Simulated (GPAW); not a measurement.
Wanted: an ASE script for a GPAW 26.7.0 run.

```
Task                : single point
Functional          : PBE0
Potentials or basis : GPAW PAW data sets (gpaw-data 1.2.1)
Cutoff              : 600 eV
Basis               : pw
k mesh              : 8 × 8 × 8
Occupations         : fermi-dirac, width 0.05 eV
Spin                : no spin polarisation
Maxiter             : 60
Ranks               : 8
```

Crystal: AlN.

```xyz
2
Lattice="0.0000 2.0345 2.0345 2.0345 0.0000 2.0345 2.0345 2.0345 0.0000" Properties=species:S:1:pos:R:3 pbc="T T T"
Al    2.0345    2.0345    2.0345
N     0.0000    0.0000    0.0000
```

Measurements of this composition are mostly on another form, of space group No. 186.

One way to write it, as run:

run.py

```python
from ase import Atoms
from ase.dft.bandgap import bandgap
from ase.io import write
from ase.parallel import parprint
from gpaw import GPAW, PW

atoms = Atoms(['Al', 'N'],
              cell=[[0.0, 2.034518, 2.034518],
                    [2.034518, 0.0, 2.034518],
                    [2.034518, 2.034518, 0.0]],
              scaled_positions=[[0.5, 0.5, 0.5],
                                [0.0, 0.0, 0.0]],
              pbc=True)

calc = GPAW(mode=PW(600),
            xc='PBE0',
            kpts={'size': (8, 8, 8), 'gamma': True},
            occupations={'name': 'fermi-dirac', 'width': 0.05},
            nbands=9,
            convergence={'density': 1e-05, 'energy': 1e-05},
            maxiter=60,
            txt='gpaw.txt')
atoms.calc = calc
energy = atoms.get_potential_energy()
forces = atoms.get_forces()
calc.write('gs.gpw')
write('result.traj', atoms)
parprint(f'Energy: {energy:.6f} eV')
parprint('Forces (eV/A):')
parprint(forces.round(4))
parprint('Fermi level:', round(calc.get_fermi_level(), 4), 'eV')
parprint(f'Gap: {bandgap(calc)[0]:.4f} eV, direct: {bandgap(calc, direct=True)[0]:.4f} eV')
```

Potentials or basis: GPAW PAW data sets (gpaw-data 1.2.1), pw.

Command:

```bash
$ OMP_NUM_THREADS=1 mpirun -n 8 gpaw python run.py
```

It gave:

| Property | Result |
| --- | --- |
| Band gap on the k mesh | 6.51 eV, indirect (least direct gap 7.58 eV) |

Caveat: the PAW data sets were made with another functional, which shifts forces and pressure a little.

Wall time 42 min on 8 MPI ranks on Arm Neoverse V2 (shared host), peak memory 0.2 GiB a rank.
